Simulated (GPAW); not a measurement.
# CsPbBr3 (Pm-3m) in GPAW: convergence with convergence criteria

Aim: find how far convergence criteria must go before the results for CsPbBr3 settle, at r2SCAN. This setting moves, with any that are tied to it; all else stays.

All numbers are computed with GPAW 26.7.0; they aren't measurements. Logs are shortened: lines on timing, memory, paths and dates and some standing lists are left out, and cuts for length are marked. The log counts tension as positive stress, the text compression.

**1. The crystal as given**

The structure is cubic, space group Pm-3m (No. 221). The conventional cell has a = 5.870 Å, b = 5.870 Å, c = 5.870 Å, α = 90.00°, β = 90.00°, γ = 90.00°. Pb (site symmetry m-3m) is surrounded by 6 Br at 2.94 Å. Cs (site symmetry m-3m) is surrounded by 12 Br at 4.15 Å. Br (site symmetry 4/mmm) has 2 Pb at 2.94 Å as nearest neighbours.

Measurements of this composition are mostly on another form, of space group No. 62.

**2. With convergence criteria density=0.001 energy=0.01 eigenstates=0.0001**

run.py reads:

```python
from ase import Atoms
from ase.dft.bandgap import bandgap
from ase.io import write
from ase.units import GPa
from gpaw import GPAW, PW

atoms = Atoms(['Pb', 'Cs', 'Br', 'Br', 'Br'],
              cell=[[5.87, 0.0, 0.0],
                    [0.0, 5.87, 0.0],
                    [0.0, 0.0, 5.87]],
              scaled_positions=[[0.5, 0.5, 0.5],
                                [0.0, 0.0, 0.0],
                                [0.5, 0.5, 0.0],
                                [0.5, 0.0, 0.5],
                                [0.0, 0.5, 0.5]],
              pbc=True)

calc = GPAW(mode=PW(600),
            xc='MGGA_X_R2SCAN+MGGA_C_R2SCAN',
            kpts={'size': (4, 4, 4), 'gamma': True},
            occupations={'name': 'fermi-dirac', 'width': 0.05},
            nbands=37,
            convergence={'density': 0.001, 'energy': 0.01, 'eigenstates': 0.0001},
            maxiter=100,
            txt='gpaw.txt')
atoms.calc = calc
energy = atoms.get_potential_energy()
forces = atoms.get_forces()
stress = atoms.get_stress()
calc.write('gs.gpw')
write('result.traj', atoms)
print(f'Energy: {energy:.6f} eV')
print('Forces (eV/A):')
print(forces.round(4))
print('Stress (GPa):', (stress / GPa).round(3))
print('Fermi level:', round(calc.get_fermi_level(), 4), 'eV')
print(f'Gap: {bandgap(calc)[0]:.4f} eV, direct: {bandgap(calc, direct=True)[0]:.4f} eV')
```

Potentials or basis: GPAW PAW data sets (gpaw-data 1.2.1), pw.

The run is started by

```console
$ OMP_NUM_THREADS=1 python run.py
```

Run time: 2.4 min. Hardware: 1 thread of Arm Neoverse V2, shared host; peak memory 0.48 GiB.

What came out:

| Item | Value |
| --- | --- |
| Free energy | -78.4020 eV |
| Pressure | 0.9 GPa |
| Band gap on the k mesh | 1.84 eV, direct |

**3. With convergence criteria default**

run.py, as its differences from that of step 2:

```diff
@@ -22,3 +22,2 @@
             nbands=37,
-            convergence={'density': 0.001, 'energy': 0.01, 'eigenstates': 0.0001},
             maxiter=100,
```

Potentials or basis: GPAW PAW data sets (gpaw-data 1.2.1), pw.

The run is started by

```console
$ OMP_NUM_THREADS=1 python run.py
```

Run time: 2.9 min. Hardware: 1 thread of Arm Neoverse V2, shared host; peak memory 0.48 GiB.

Results (log left out):

```yaml
Free_energy: -78.4020 eV
Pressure: 0.9 GPa
Band_gap_on_the_k_mesh: 1.84 eV, direct
```

**4. With convergence criteria density=1e-05 energy=1e-05**

run.py, as its differences from that of step 3:

```diff
@@ -22,2 +22,3 @@
             nbands=37,
+            convergence={'density': 1e-05, 'energy': 1e-05},
             maxiter=100,
```

The run is started by

```console
$ OMP_NUM_THREADS=1 python run.py
```

It took 3.1 min on 1 thread of Arm Neoverse V2, shared host; peak memory 0.47 GiB.

Results (log left out):

| Item | Value |
| --- | --- |
| Free energy | -78.4020 eV |
| Pressure | 0.9 GPa |
| Band gap on the k mesh | 1.84 eV, direct |

**5. With convergence criteria density=1e-05 forces=0.0001**

run.py, as its differences from that of step 4:

```diff
@@ -22,3 +22,3 @@
             nbands=37,
-            convergence={'density': 1e-05, 'energy': 1e-05},
+            convergence={'density': 1e-05, 'forces': 0.0001},
             maxiter=100,
```

The run is started by

```console
$ OMP_NUM_THREADS=1 python run.py
```

Wall time 3.1 min (1 thread of Arm Neoverse V2, shared host); peak memory 0.48 GiB.

Results (log left out):

| Property | Result |
| --- | --- |
| Free energy | -78.4020 eV |
| Pressure | 0.9 GPa |
| Band gap on the k mesh | 1.84 eV, direct |

**6. With convergence criteria density=1e-06 energy=1e-06 eigenstates=1e-10**

run.py, as its differences from that of step 5:

```diff
@@ -22,3 +22,3 @@
             nbands=37,
-            convergence={'density': 1e-05, 'forces': 0.0001},
+            convergence={'density': 1e-06, 'energy': 1e-06, 'eigenstates': 1e-10},
             maxiter=100,
```

Potentials or basis: GPAW PAW data sets (gpaw-data 1.2.1), pw.

The run is started by

```console
$ OMP_NUM_THREADS=1 python run.py
```

gpaw.txt:

```text
__  _  _
 | _ |_)|_||  |
 |__||  | ||/\| - 26.7.0

Input parameters:
  mode=PW(ecut=600.0),
  convergence={'density': 1e-06, 'energy': 1e-06, 'eigenstates': 1e-10},
  kpts=MonkhorstPack(size=(4, 4, 4), gamma=True),
  maxiter=100,
  nbands=37,
  occupations=Occupations(name='fermi-dirac', width=0.05),
  xc=XC(name='MGGA_X_R2SCAN+MGGA_C_R2SCAN')

Diagonalizing LCAO Hamiltonian
Converting LCAO to pw mode
     .-------------.
    /|             |
   / |             |
  /  |             |
 *   |             |
 |   |             |
 | Br|    Pb       |
 |   .-------------.
 |  /   Br        /
 | /      Br     /
 |/             /
 Cs------------*

Atoms  # Å, Bohr magnetons
|   | symbol |        x |        y |        z |    initial magnetic moments |
|---|--------|----------|----------|----------|-----------------------------|
| 0 |     Pb | 2.935000 | 2.935000 | 2.935000 | ( 0.0000,  0.0000,  0.0000) |
| 1 |     Cs | 0.000000 | 0.000000 | 0.000000 | ( 0.0000,  0.0000,  0.0000) |
| 2 |     Br | 2.935000 | 2.935000 | 0.000000 | ( 0.0000,  0.0000,  0.0000) |
| 3 |     Br | 2.935000 | 0.000000 | 2.935000 | ( 0.0000,  0.0000,  0.0000) |
| 4 |     Br | 0.000000 | 2.935000 | 2.935000 | ( 0.0000,  0.0000,  0.0000) |

Unit cell  # Å
| periodic |        x |        y |        z |  lengths |    angles |
|----------|----------|----------|----------|----------|-----------|
|      yes | 5.870000 | 0.000000 | 0.000000 | 5.870000 | 90.000000 |
|      yes | 0.000000 | 5.870000 | 0.000000 | 5.870000 | 90.000000 |
|      yes | 0.000000 | 0.000000 | 5.870000 | 5.870000 | 90.000000 |

Number of symmetries: 48
Symmetry operations  # r_c * U_cc + t_c -> r_c
|    | kind |            matrix            |
|----|------|------------------------------|
|  0 |  E   |  1, 0, 0,  0, 1, 0,  0, 0, 1 |
|  1 |  σ   |  1, 0, 0,  0, 1, 0,  0, 0,-1 |
|  2 |  σ   |  1, 0, 0,  0, 0, 1,  0, 1, 0 |
|  3 |  C4  |  1, 0, 0,  0, 0, 1,  0,-1, 0 |
|  4 |  C4  |  1, 0, 0,  0, 0,-1,  0, 1, 0 |
|  5 |  σ   |  1, 0, 0,  0, 0,-1,  0,-1, 0 |
|  6 |  σ   |  1, 0, 0,  0,-1, 0,  0, 0, 1 |
[... 193 lines left out ...]
maximum number of iterations: 100

SCF iterations
|iter     | |      energy | eigst |  dens |
|---------|-|-------------|-------|-------|
|iter:   1| |  -89.031610 | -0.02 |       |
|iter:   2| |  -78.827562 | -1.30 | -1.30 |
|iter:   3| |-1746821.085041 | +5.59 | -1.28 |
|iter:   4| |  -23.562143 | +2.14 | +1.80 |
|iter:   5| |  -74.923717 | +1.20 | -0.39 |
|iter:   6| |  -78.317193 | -0.29 | -1.50 |
|iter:   7| |  -78.393901 | -1.72 | -1.79 |
|iter:   8| |  -78.464071 | -2.15 | -1.87 |
|iter:   9| |  -78.448671 | -3.43 | -1.81 |
|iter:  10| |  -78.403865 | -3.03 | -1.91 |
|iter:  11| |  -78.402015 | -4.49 | -2.59 |
|iter:  12| |  -78.401961 | -5.50 | -3.18 |
|iter:  13| |  -78.401964 | -6.82 | -3.84 |
|iter:  14| |  -78.401963c| -7.57 | -4.23 |
|iter:  15| |  -78.401963c| -8.52 | -4.71 |
|iter:  16| |  -78.401963c| -9.66 | -5.54 |
|iter:  17| |  -78.401963c|-10.30c| -6.31c|

Converged in 17 steps
Energy contributions relative to reference atoms: (reference = -991781.283038)

Energy contributions:
  Kinetic:          30.036843
  Coulomb:         -28.273129
  Zero:             -1.074388
  External:          0.000000
  Xc:              -79.091290
  Entropy:          -0.000000
  Spinorbit:         0.000000
  ----------------------------
  Free energy:     -78.401963
  Extrapolated:    -78.401963

dipole moment: (-56.185047, -56.185047, -56.185047)  # |e|*Ang

Fermi level: 3.352
Eigenvalues  # (at kpt = [0.000, 0.000, 0.000])
| band index |      eig [eV] | occ [0-2] |
|------------|---------------|-----------|
|          0 |       -19.683 |     2.000 |
|        ... |               |           |
|         14 |        -2.109 |     2.000 |
|         15 |        -2.109 |     2.000 |
|         16 |         0.072 |     2.000 |
|         17 |         0.072 |     2.000 |
|         18 |         0.072 |     2.000 |
|         19 |         0.192 |     2.000 |
[... 8 lines left out ...]
|         28 |         8.871 |     0.000 |
|         29 |         8.871 |     0.000 |
|        ... |               |           |
|         36 |        13.042 |     0.000 |

Gap: 1.840 eV
Transition (v -> c):
  (s=0, k=9, n=21, [0.50, 0.50, 0.50]) -> (s=0, k=9, n=22, [0.50, 0.50, 0.50])
No difference between direct/indirect transitions

Forces  # eV/Ang
|        x |        y |        z |
|----------|----------|----------|
| -0.00000 | -0.00000 |  0.00000 |  # Pb   0
|  0.00000 |  0.00000 |  0.00000 |  # Cs   1
| -0.00000 | -0.00000 |  0.00000 |  # Br   2
| -0.00000 |  0.00000 | -0.00000 |  # Br   3
|  0.00000 | -0.00000 | -0.00000 |  # Br   4

Stress tensor  # eV/Ang^3
|         x |         y |         z |
|-----------|-----------|-----------|
| -0.005313 |  0.000000 |  0.000000 |
|  0.000000 | -0.005313 |  0.000000 |
|  0.000000 |  0.000000 | -0.005313 |

# Writing to gs.gpw (mode='')
```

It took 3.4 min on 1 thread of Arm Neoverse V2, shared host; peak memory 0.48 GiB.

What came out:

```
Free energy            : -78.4020 eV
Pressure               : 0.9 GPa
Band gap on the k mesh : 1.84 eV, direct
```

**7. The series at a glance**

| convergence criteria | energy less the tightest run, at zero smearing (meV/atom) | SCF cycles | CPU time (s) | peak memory (GiB) |
| --- | --- | --- | --- | --- |
| density=0.001 energy=0.01 eigenstates=0.0001 | 0.00 | 12 | 150 | 0.48 |
| default | 0.00 | 14 | 180 | 0.48 |
| density=1e-05 energy=1e-05 | 0.00 | 16 | 180 | 0.47 |
| density=1e-05 forces=0.0001 | 0.00 | 17 | 190 | 0.48 |
| density=1e-06 energy=1e-06 eigenstates=1e-10 | 0.00 | 17 | 200 | 0.48 |

Against the tightest run, the energy stays within 1 meV/atom from density=0.001 energy=0.01 eigenstates=0.0001 on. The tightest run that finished is the yardstick and may itself not be fully converged.

Caveats: the PAW data sets were made with another functional, which shifts forces and pressure a little; spin-orbit coupling is left out, which as a rule narrows the gap of such compounds by several tenths of an eV.
